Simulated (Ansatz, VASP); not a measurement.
One calculation of Al, 3 ways

The starting cell:

```
CELL_PARAMETERS angstrom
0.00000 2.02481 2.02481
2.02481 0.00000 2.02481
2.02481 2.02481 0.00000
ATOMIC_POSITIONS crystal
Al 0.00000 0.00000 0.00000
```

Alike in all runs: task relaxation of cell and atoms; functional BLYP; k mesh 11 × 11 × 11; occupations fermi-dirac, width 0.05 eV; no spin polarisation; no spin-orbit coupling.

```
                        program and potentials  plane-wave cutoff (eV)                                                 notes  equilibrium volume (Å³/atom)
                            Ansatz, Ansatz PAW                     420  potentials made for PBE, which Ansatz adapts in part                         17.37
                VASP, PBE PAW files Al, 600 eV                     600                               potentials made for PBE                         17.40
Ansatz, all-electron LAPW, scalar-relativistic                       -                                                     -                         17.38
```

The equilibrium volume spans 17.37 (Ansatz, Ansatz PAW) to 17.40 Å³/atom (VASP, PBE PAW files Al, 600 eV), with all-electron results at 17.38. Some sets were made for another functional than the one run, which can shift their rows. Relaxations stop with a little pressure left, so the last digit of a volume isn't settled.

Differences between rows come from potentials, basis sets and numerical settings, since the functional is the same but for its coding. Runs on potential files found faulty are left out.
